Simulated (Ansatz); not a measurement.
## Response to strain in BaSnO3

Start from BaSnO3 in the cubic perovskite structure (space group Pm-3m, No. 221; a = 4.1216 Å). Axes: x, y, z lie along the cube axes.

Strains are applied to the cell and any free atomic positions relax; under biaxial strain the out-of-plane vector relaxes too.

The values are results of PBEsol in Ansatz (plane waves to 420 eV, PAW, spin-orbit coupling left out), earlier PAW set, not measurements.

Candidates:
(a) uniaxial strain ε_zz = +3.47 %
(b) uniaxial strain ε_yy = +2.16 %
(c) tensor shear ε_xy = −3.19 %
(d) biaxial strain +0.21 %, plane normal [110], relaxed out of plane
(e) biaxial strain +1.13 %, plane normal [001], relaxed out of plane

Notes on the quantities. energy relative to the base: free energy F.

**Question.** Order them by energy relative to the base, lowest first.

**Answer.** (d) biaxial strain +0.21 %, plane normal [110], relaxed out of plane (+0.1 meV/atom), (e) biaxial strain +1.13 %, plane normal [001], relaxed out of plane (+3.4 meV/atom), (b) uniaxial strain ε_yy = +2.16 % (+5.4 meV/atom), (a) uniaxial strain ε_zz = +3.47 % (+13 meV/atom), (c) tensor shear ε_xy = −3.19 % (+17 meV/atom)

Stability against distortions was not tested.

Ansatz is a quantum-chemistry and plane-wave program.
